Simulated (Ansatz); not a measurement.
**Relativity in BaO**

```xyz
2
Lattice="0.0000 2.7500 2.7500 2.7500 0.0000 2.7500 2.7500 2.7500 0.0000" Properties=species:S:1:pos:R:3 pbc="T T T"
Ba    0.0000    0.0000    0.0000
O     2.7500    2.7500    2.7500
```

Atom numbers follow the list: Ba1, O2.

The conventional cell has a = 5.500 Å, b = 5.500 Å, c = 5.500 Å, α = 90.00°, β = 90.00°, γ = 90.00°. Around Ba (atom 1) lie 6 O at 2.75 Å. O (atom 2) is surrounded by 6 Ba at 2.75 Å.

The cell is COD entry 5910030, as deposited and not checked against the literature; nothing was relaxed. It differs from other determinations.

One fixed cell is solved with PBE by LAPW (all electrons) in Ansatz 0.2.0 under different relativistic treatments. Pressure is positive in compression.

Numerical set-up: a Γ-centred 8×8×8 k mesh, Fermi–Dirac smearing of 0.02 eV, basis error target 0.5 meV/atom, no spin polarisation.

| setting | P (GPa) | gap on the k mesh (eV) |
| --- | --- | --- |
| scalar-relativistic | 3.03 | 1.97 |
| non-relativistic | 3.68 | 1.66 |
| with spin–orbit coupling | 3.01 | 1.93 |
| scalar-relativistic, point nuclei | 3.03 | 1.97 |
| scalar-relativistic, inner shells corrected to Dirac | 3.03 | 1.97 |
